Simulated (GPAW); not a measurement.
Input of a GPAW 26.7.0 run:

Contents of run.py:

```python
from ase.calculators.mixing import SumCalculator
from ase.filters import FrechetCellFilter
from ase.io import read, write
from ase.optimize import FIRE
from dftd3.ase import DFTD3
from gpaw import GPAW, PW

atoms = read('Os.xyz')

calc = GPAW(mode=PW(600),
            xc='revPBE',
            kpts={'size': (8, 8, 5), 'gamma': True},
            occupations={'name': 'fermi-dirac', 'width': 0.05},
            nbands=27,
            convergence={'density': 1e-05, 'energy': 1e-05},
            maxiter=150,
            txt='gpaw.txt')
atoms.calc = SumCalculator([calc, DFTD3(method='revpbe', damping='d3bj')])
opt = FIRE(FrechetCellFilter(atoms), trajectory='relax.traj', logfile='-')
done = opt.run(fmax=0.02, steps=40)
calc.write('gs.gpw')
write('result.traj', atoms)
print('Converged:', done)
print('Cell:', atoms.cell.cellpar().round(4))
print('Volume:', round(atoms.get_volume(), 4))
print(atoms.get_scaled_positions().round(5))
```

The input Os.xyz:

```xyz
2
Lattice="2.7341000000 0.0000000000 0.0000000000 -1.3670500000 2.3678000565 0.0000000000 0.0000000000 0.0000000000 4.3197000000" Properties=species:S:1:pos:R:3 pbc="T T T"
Os     1.3670500001      0.7892666854      3.2397750000
Os    -0.0000000001      1.5785333711      1.0799250000
```

Potentials or basis: the program's PAW data sets (release 1.2.1) made for this functional, pw.

Command:

```bash
$ OMP_NUM_THREADS=1 python run.py
```

Problem. Predict the band gap on the k mesh.

Solution. None (metal or under the smearing width).

Problem. Estimate the space group after relaxing (to 0.05 Å).

Solution. P6_3/mmc (No. 194).

Problem. What does it give for the relaxed cell?

Solution. a = 2.723 Å, b = 2.723 Å, c = 4.308 Å, α = 90.00°, β = 90.00°, γ = 120.00°.

Final structure:
```
Os
1.0
     2.72280    0.00000    0.00000
    -1.36140    2.35802    0.00000
     0.00000    0.00000    4.30768
Os
2
Cartesian
  1.3614 0.7860 3.2308
  0.0000 1.5720 1.0769
```

Caveat: later steps reuse the first step's grids. The run has no spin-orbit coupling, so splittings on Os are missing.
